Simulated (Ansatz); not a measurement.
Reaction (formal exchange of groups at a C–N bond): `C=NC=O` + `CC` → `CCC=O` + `C=N`

Program: Ansatz. Geometries: PBE0-D4/def2-TZVP. ΔE: electronic, gas phase. CCSD(T)/CBS is the MP2 limit (def2-TZVPP, def2-QZVPP) plus CCSD(T) − MP2 in def2-TZVPP, frozen cores. This one scheme is used for every species. Functionals use def2-TZVPP. Each species was taken in one conformer, which may not be the lowest.

| level | ΔE (eV) |
| --- | --- |
| BHLYP-D4 | 0.20 |
| PBE0 | 0.23 |
| SCS-MP2/def2-TZVPP | 0.16 |
| CCSD/CBS(def2) | 0.12 |

**Question.** What does CCSD(T)/CBS give? (Estimate.)

**Answer.** Ansatz gave: +0.14 eV. The listed levels differ from it by 0.06, 0.09, 0.02, -0.02 eV.

Largest T1 diagnostic among the species: 0.016.

At CCSD(T), def2-SVP lies +0.08 eV from the extrapolated value and def2-TZVPP +0.01 eV. From BLYP to BHLYP (50 % exact exchange), in def2-TZVPP and without D4, ΔE moves by −0.07 eV.

CCSD(T)/CBS has its own doubt, a few kJ/mol and more with outer-core shells, so smaller differences from it don't rank the levels.
